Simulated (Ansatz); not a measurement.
Computed with Ansatz 0.2.0, DFT PBE, scalar-relativistic, plane waves, PAW. All cells share a 420 eV cutoff and Γ-centred k meshes spaced at most about 0.3 Å⁻¹ (about 0.25 or finer for metals, 2π included). No spin polarisation in the final relaxations.

These are static total energies at zero pressure.

Compare these two cells of Si2Mo, each relaxed at this level.

A.

```yaml
crystal:
  lattice:
    - [5.25552, 0.00000, 0.00000]
    - [-2.62776, 4.55141, 0.00000]
    - [0.00000, 0.00000, 4.07606]
  atoms:
    - { symbol: Si, position: [0.50000, 0.00000, 0.00000] }
    - { symbol: Si, position: [0.00000, 0.50000, 0.00000] }
    - { symbol: Si, position: [0.50000, 0.50000, 0.00000] }
    - { symbol: Si, position: [0.00000, 0.00000, 0.00000] }
    - { symbol: Mo, position: [0.33333, 0.66667, 0.50000] }
    - { symbol: Mo, position: [0.66667, 0.33333, 0.50000] }
```

B.

```yaml
crystal:
  lattice:
    - [3.48900, 0.00000, 0.00000]
    - [0.00000, 3.48900, 0.00000]
    - [0.00000, 0.00000, 4.76086]
  atoms:
    - { symbol: Si, position: [0.00000, 0.00000, 0.00000] }
    - { symbol: Si, position: [0.50000, 0.50000, 0.50000] }
    - { symbol: Mo, position: [0.50000, 0.50000, 0.00000] }
```

Problem. Which form is favoured at zero pressure, and by what margin per atom?

Solution. A is lower, by 144 meV/atom. A has space group P6/mmm (No. 191), 16.2 Å³/atom and no gap on its mesh; B has space group P4/mmm (No. 123), 19.3 Å³/atom and no gap. The denser one is the lower, and pressure would at first widen the difference. Even the lower one lies +0.29 eV/atom against the reference forms of the elements (uncorrected), so neither is stable at this level. In A, Si on a site of symmetry mmm has 4 Mo at 2.54 Å and 6 Si at 2.63 Å; Si on a site of symmetry 6/mmm has 6 Si at 2.63 Å; Mo has 6 Si at 2.54 Å and 3 Mo at 3.03 Å. In B, Si on its first site is surrounded by 4 Mo at 2.47 Å; around Si on its second site lie 2 Mo at 2.38 Å; Mo has 6 Si at 2.38–2.47 Å. Both come from invented guesses. A third cell relaxed alike, in I4/mmm (a cell as deposited in COD), lies 0.79 eV/atom below the lower of the two.

Cells relaxed within their symmetry can be saddle points.
